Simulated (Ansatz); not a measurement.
System: zinc-blende AlSb. Method: PBE-D4 (Ansatz, a program for electronic structure, PAW).

Numerical settings: plane-wave cutoff 520 eV, 10×10×10 k mesh, Fermi–Dirac smearing 0.01 eV, scalar-relativistic PAW data made under PBE.

A third-order Birch–Murnaghan fit to the energies gives V0 = 29.024 Å³/atom, B0 = 54.7 GPa, B′ = 4.4.

```
V (Å³/atom)  P (GPa)
-----------  -------
27.283           ___
27.863          2.45
28.444           ___
29.024          0.00
29.605         -1.04
30.185         -1.97
30.766           ___
```

**Question.** Estimate the withheld pressures from this fit; the answers are the runs' own values.

**Answer.** 
- 27.283, P (GPa): 3.88
- 28.444, P (GPa): 1.16
- 30.766, P (GPa): -2.80

The formula P = (3/2) B0 (x^(7/3) − x^(5/3)) [1 + (3/4)(B′ − 4)(x^(2/3) − 1)] with x = V0/V meets the computed pressures within 0.01 GPa when these rounded values are put in.

Measured, for comparison: bulk modulus 58.2 GPa (temperature not stated, no zero-point or thermal correction; as tabulated in Toher et al. (2017), arXiv:1611.05714); equilibrium volume per atom 28.77 Å³/atom (low temperature, thermal expansion removed or low-temperature value; zero-point expansion not removed; as tabulated in Zhang et al. (2018), doi:10.1088/1367-2630/aac7f0). Computed less measured: bulk modulus -6 %, equilibrium volume per atom +0.9 %.

Spin–orbit coupling is not included.

The computed numbers hold no vibrational or temperature effects.
